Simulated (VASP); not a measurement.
Input of a VASP 6.6.1 run:

Contents of INCAR:

```
SYSTEM = W
PREC = Accurate
ENCUT = 520
EDIFF = 1E-7
ISMEAR = 0
SIGMA = 0.1
LREAL = .False.
LASPH = .True.
NELM = 80
ALGO = Normal
ISIF = 2
LWAVE = .False.
LCHARG = .False.
GGA = PE
```

The input KPOINTS:

```
Automatic mesh
0
Gamma
  6 6 6
  0 0 0
```

File POSCAR:

```
W                                       
1.0
   -1.5895238436      1.5895238436      1.5895238436
    1.5895238436     -1.5895238436      1.5895238436
    1.5895238436      1.5895238436     -1.5895238436
  W             
     1
Direct
     0.0000000000000000    0.0000000000000000    0.0000000000000000
```

Potentials or basis: VASP PAW PBE potentials, release 64 (W_sv).

Run with:

```sh
$ cat potpaw_PBE.64/W_sv/POTCAR > POTCAR
$ mpirun -np 1 vasp_std > vasp.out
```

Problem. Predict the pressure.

Solution. 0.0 GPa.

Problem. Predict the band gap on the k mesh.

Solution. None (metal or under the smearing width).

Caveat: the k mesh is coarse (spacing up to 0.47 Å⁻¹), so the values aren't converged. The run has no spin-orbit coupling, so splittings on W are missing.
